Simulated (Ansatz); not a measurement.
Simulated (Ansatz). Plane-wave DFT: an element X is put into a periodic supercell of the crystal below and the atoms relax. X is one of the candidates, and is told by the neutral defect's formation energy over the elements (uncorrected), its moments where the run had spin, and its relaxed neighbours, eight at most.

```
cell
1.0
     2.4043    1.3881    4.3749
    -2.4043    1.3881    4.3749
     0.0000   -2.7762    4.3749
Al O
4 6
Direct
  0.1479 0.1479 0.1479
  0.3521 0.3521 0.3521
  0.6479 0.6479 0.6479
  0.8521 0.8521 0.8521
  0.9438 0.5562 0.2500
  0.4438 0.7500 0.0562
  0.5562 0.2500 0.9438
  0.2500 0.9438 0.5562
  0.7500 0.0562 0.4438
  0.0562 0.4438 0.7500
```

- host atoms in supercell: 40
- functional: PBE
- wave cutoff: 420 eV
- k mesh: 2, 2, 2
- k shift: 0.5, 0.5, 0.5 mesh steps
- gaussian smearing: 0.02 eV
- start displacement: 0.05 angstrom
- electrons started on: no chosen atoms
- candidate elements: H, C, Cl, Fe, Y, Nb
- found formation energy: 3.548 eV
- found moment change of cell: 1 muB
- found absolute moment of cell: 1.06 muB
- found largest move from host sites: 0.056 angstrom
- found added atom moment: 0.54 muB

| supercell vector | supercell times a (host cell vectors) | supercell times b (host cell vectors) | supercell times c (host cell vectors) |
| --- | --- | --- | --- |
| A | -1 | 1 | 1 |
| B | 1 | -1 | 1 |
| C | 1 | 1 | -1 |

```tsv
change element	change kind	change place a (host cell vectors)	change place b (host cell vectors)	change place c (host cell vectors)
X	interstitial	0	0	0
```

```tsv
found neighbour element	found neighbour distance (angstrom)
Al	1.939
Al	1.939
O	2.053
O	2.053
O	2.053
O	2.053
O	2.053
O	2.053
```

Q: Which element is X?

A: H.

Caveats: one random start near the defect, so other minima are possible; the supercell is small.
